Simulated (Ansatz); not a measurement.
## Ga in Ansatz: the effect of functional

The system is Ga.

```xyz
2
Lattice="1.3643 -3.9721 0.0000 1.3643 3.9721 0.0000 -0.1159 0.0000 3.2849" Properties=species:S:1:pos:R:3 pbc="T T T"
Ga    1.2774    2.9314    2.4637
Ga    1.3353   -2.9314    0.8212
```

This isn't the form of Ga at room conditions, which is orthorhombic.

The cell isn't the ideal one: volume scaled by 0.96.

Alike in all runs:

| Property | Result |
| --- | --- |
| Program | Ansatz 0.2.0 |
| Task | single point |
| Potentials or basis | Ansatz PAW |
| k mesh | 10 × 10 × 8 |
| Occupations | fermi-dirac, width 0.05 eV |
| Spin | no spin polarisation |

Q: One run gave: pressure -1.9 GPa; largest force 0.20 eV/Å. Which functional did it use?
A. LDA
B. PBEsol
C. r2SCAN

A: A.

| functional | cutoff | pressure (GPa) | largest force (eV/Å) |
| --- | --- | --- | --- |
| LDA | 420 eV (not typed: the program's choice for these potentials) | -1.9 | 0.20 |
| PBEsol | 420 eV (not typed: the program's choice for these potentials) | 0.4 | 0.21 |
| r2SCAN | 500 eV (not typed: the program's choice for these potentials) | 1.1 | 0.23 |

Caveats: the PAW data sets come from PBE, with cores solved anew for the run's functional, which leaves a small shift of forces and pressure.

Runs at the PBE level aren't shown here.
